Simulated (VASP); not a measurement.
# Al (P6_3/mmc) in VASP: a series of runs, part 2 of 2

VASP 6.6.1. The steps go on from the part before.

## 3. Single point, RPBE

This run uses another cell than the first one, of 16.25 Å³/atom, 0.960 times its volume.

Contents of INCAR:

```
PREC = Accurate ; ENCUT = 520
EDIFF = 1E-7 ; ISMEAR = -1
SIGMA = 0.1 ; LREAL = False
LASPH = True ; NELM = 100
ALGO = Fast ; ISIF = 2
LWAVE = False ; LCHARG = False
GGA = RP ; NBANDS = 10
```

Contents of KPOINTS:

```
Automatic mesh
0
Gamma
  14 14 8
```

Contents of POSCAR:

```
Al
1.0
    2.8574568965      0.0000000000      0.0000000000
   -1.4287284483      2.4746302626      0.0000000000
    0.0000000000      0.0000000000      4.5968042871
Al
2
Direct
    0.3333333333      0.6666666667      0.2500000000
    0.6666666667      0.3333333333      0.7500000000
```

Potentials or basis: VASP PAW PBE potentials, release 64 (Al).

Run with:

```
$ cat potpaw_PBE.64/Al/POTCAR > POTCAR
$ mpirun -np 1 vasp_std > vasp.out
```

OUTCAR:

```text
PREC = Accurate
   ENCUT = 520
   EDIFF = 1E-7
   ISMEAR = -1
   LREAL = False
   LASPH = True
   NELM = 100
   ISIF = 2
   GGA = RP

 ion  position               nearest neighbor table
   1  0.333  0.667  0.250-   2 2.83   2 2.83   2 2.83   2 2.83   2 2.83   2 2.83
   2  0.667  0.333  0.750-   1 2.83   1 2.83   1 2.83   1 2.83   1 2.83   1 2.83

  LATTYP: Found a hexagonal cell.
 ALAT       =     2.8574568965
 C/A-ratio  =     1.6087046817

  Lattice vectors:

[... 501 lines left out ...]
 [... further k-points ...]

------------------------ aborting loop because EDIFF is reached ----------------------------------------

  FORCE on cell =-STRESS in cart. coord.  units (eV):
  Direction    XX          YY          ZZ          XY          YZ          ZX
  --------------------------------------------------------------------------------------
  -------------------------------------------------------------------------------------
  Total        0.4968126      0.4968126      0.9054452     -0.0000000      0.0000000      0.0000000
  in kB       24.4882176     24.4882176     44.6299846     -0.0000000      0.0000000      0.0000000
  external PRESSURE =      31.2021399 kB  Pullay stress =       0.0000000 kB

 VOLUME and BASIS-vectors are now :
 -----------------------------------------------------------------------------
  energy-cutoff  :      520.00
  volume of cell :       32.50
      direct lattice vectors                 reciprocal lattice vectors
     2.857456897  0.000000000  0.000000000     0.349961534  0.202050386  0.000000000
    -1.428728448  2.474630263  0.000000000     0.000000000  0.404100772  0.000000000
     0.000000000  0.000000000  4.596804287     0.000000000  0.000000000  0.217542435

 POSITION                                       TOTAL-FORCE (eV/Angst)
 -----------------------------------------------------------------------------------
     -0.00000      1.64975      1.14920         0.000000     -0.000000      0.000000
      1.42873      0.82488      3.44760        -0.000000      0.000000      0.000000
 -----------------------------------------------------------------------------------
    total drift:                                0.000000     -0.000000      0.000000

  FREE ENERGIE OF THE ION-ELECTRON SYSTEM (eV)
  ---------------------------------------------------
  free  energy   TOTEN  =        -6.9458597528 eV

  energy  without entropy=       -6.9177690378  energy(sigma->0) =       -6.93181440
```

stdout:

```text
POSCAR found type information on POSCAR Al
 POSCAR found :  1 types and       2 ions
 scaLAPACK will be used
 -----------------------------------------------------------------------------
|                                                                             |
|                                                                             |
|     You enforced a specific xc type in the INCAR file but a different       |
|     I HOPE YOU KNOW WHAT YOU ARE DOING!                                     |
|                                                                             |
 -----------------------------------------------------------------------------

 LDA part: xc-table for (Slater+PW92), standard interpolation
 POSCAR, INCAR and KPOINTS ok, starting setup
 FFT: planning ... GRIDC
 FFT: planning ... GRID_SOFT
 FFT: planning ... GRID
 WAVECAR not read
 entering main loop
```

Run time: 53 s. Hardware: 1 thread of Intel Xeon Platinum 8375C at 2.90GHz (Ice Lake), shared host; peak memory 0.16 GiB.

What came out:

| Property | Result |
| --- | --- |
| Free energy | -6.9459 eV |
| Pressure | 3.1 GPa |
| Band gap on the k mesh | none (metal or under the smearing width) |

Caveat: the PAW data sets were made with another functional, which shifts forces and pressure a little.

## 4. Single point, RPBE

This run uses another cell than the first one, of 15.58 Å³/atom, 0.920 times its volume.

Contents of INCAR:

```
  PREC = Accurate
  ENCUT = 520
  EDIFF = 1E-7
  ISMEAR = -1
  SIGMA = 0.1
  LREAL = F
  LASPH = T
  NELM = 60
  ALGO = Normal
  ISIF = 2
  LWAVE = F
  LCHARG = F
  GGA = RP
  NBANDS = 10
```

KPOINTS is that of step 3.

Contents of POSCAR:

```
Al
1.0
    2.8172056632      0.0000000000      0.0000000000
   -1.4086028316      2.4397716720      0.0000000000
    0.0000000000      0.0000000000      4.5320519396
Al
2
Direct
    0.3333333333      0.6666666667      0.2500000000
    0.6666666667      0.3333333333      0.7500000000
```

Run with:

```
$ cat potpaw_PBE.64/Al/POTCAR > POTCAR
$ mpirun -np 1 vasp_std > vasp.out
```

Run time: 40 s. Hardware: 1 thread of Intel Xeon Platinum 8375C at 2.90GHz (Ice Lake), shared host; peak memory 0.16 GiB.

The run converged. Its results:

* Free energy: -6.9030 eV
* Pressure: 7.2 GPa
* Band gap on the k mesh: none (metal or under the smearing width)

Stress tensor (GPa, compression positive):
```
6.34 0.00 0.00
0.00 6.34 0.00
0.00 0.00 8.78
```

Levels at points of the mesh, in eV from the Fermi level:
```tsv
k point	band 1	band 2	band 3	band 4	band 5	band 6
(0.00, 0.00, 0.00)	-11.56	-4.77	-4.27	10.84	10.84	11.09
(0.50, 0.00, 0.00)	-5.56	-5.43	0.59	1.40	1.41	2.01
(0.00, 0.00, 0.50)	-9.77	-9.77	3.84	3.84	11.98	11.98
(0.50, 0.00, 0.50)	-4.16	-4.16	-3.32	-3.32	7.22	7.22
```

Caveat: the PAW data sets were made with another functional, which shifts forces and pressure a little.

## 5. The runs side by side

| cell | k mesh | gap on the mesh (eV) | pressure (GPa) |
| --- | --- | --- | --- |
| P6_3/mmc, 16.93 Å³/atom | 20 × 20 × 11 | none | 0.0 |
| P6_3/mmc, 16.25 Å³/atom | 14 × 14 × 8 | none | 3.1 |
| P6_3/mmc, 15.58 Å³/atom | 14 × 14 × 8 | none | 7.2 |

Alike in all rows: task single point; level RPBE; potentials or basis VASP PAW PBE potentials, release 64 (Al); no spin polarisation; cutoff (eV) 520; smearing fermi-dirac 0.1 eV.

Every run on the cell as given and a fine mesh finds a metal.

Caveats: the PAW data sets were made with another functional, which shifts forces and pressure a little.

Total energies depend on the potentials used, so only differences within one code and one set of settings carry meaning.
